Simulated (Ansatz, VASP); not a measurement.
Two plane-wave programs on HfC

The input INCAR:

```
SYSTEM = HfC
PREC = Accurate
ENCUT = 520
EDIFF = 1E-6
ISMEAR = -1
SIGMA = 0.1
LREAL = .False.
LASPH = .True.
NELM = 100
ALGO = Normal
ISIF = 2
LWAVE = .False.
LCHARG = .True.
GGA = PE
LELF = .True.
LVHAR = .True.
NBANDS = 14
```

File KPOINTS:

```
regular mesh
0
Gamma
  6 6 6
  0 0 0
```

POSCAR

```
HfC
1.0
   -0.0460965725      2.3451756478      2.3631054315
    2.2485050651      0.0542300834      2.2627687590
    2.3011825694      2.2975164796      0.0015525790
Hf C
1 1
Direct
    0.5451300000      0.4898700000      0.4574200000
    0.9764300000      0.9958400000      0.9861200000
```

Input for Ansatz:

```yaml
crystal:
  lattice:
    - [-0.04609657252057994, 2.3451756477832117, 2.3631054315319813]
    - [2.2485050651243426, 0.054230083360803955, 2.2627687590116317]
    - [2.3011825694454484, 2.297516479583968, 0.0015525790396979336]
  atoms:
    - { symbol: Hf, position: [0.54513, 0.48987, 0.45742] }
    - { symbol: C, position: [0.97643, 0.99584, 0.98612] }
basis:
  ecutwfc: 540.0
  xc_grid: 2
kpoints:
  mp_grid:
    grid: [6, 6, 6]
hamiltonian:
  xc: pbe
scf:
  convergence:
    dr2_threshold: 1.0e-09
  occupations:
    method: fermi_dirac
output:
  forces: true
  stress: true
```

Alike in both runs: task single point; functional PBE; k mesh 6 × 6 × 6; no spin polarisation.

|  | VASP | Ansatz |
| --- | --- | --- |
| version | VASP 6.6.1 | Ansatz 0.2.0 |
| potentials or method | VASP PAW PBE potentials, release 64 (Hf_pv, C) | plane waves, PAW |
| plane-wave cutoff (eV) | 520 | 540 |
| occupations | fermi-dirac, width 0.1 eV | fermi-dirac |
| valence electrons in the cell | 14 | 30 |

|  | VASP | Ansatz | Ansatz less VASP |
| --- | --- | --- | --- |
| pressure (GPa) | 11.5 | 11.9 | +0.47 |
| largest component of the traceless stress (GPa) | 9.10 | 9.07 | -0.025 |
| rms of the force components (eV/Å) | 0.896 | 0.901 | +0.0044 |

Atom by atom the forces differ by 0.004 eV/Å (rms over components). The two sets of potentials don't hold the same shells in valence. Ansatz warned: «stress_scf_threshold_loose».

Caveats: the k mesh is coarse (spacing up to 0.41 Å⁻¹), so the values aren't converged; forces of over 1 eV/Å show positions far from the minimum, so gaps and moduli don't describe the material at rest. Spin-orbit coupling is left out, which matters for the levels of Hf.
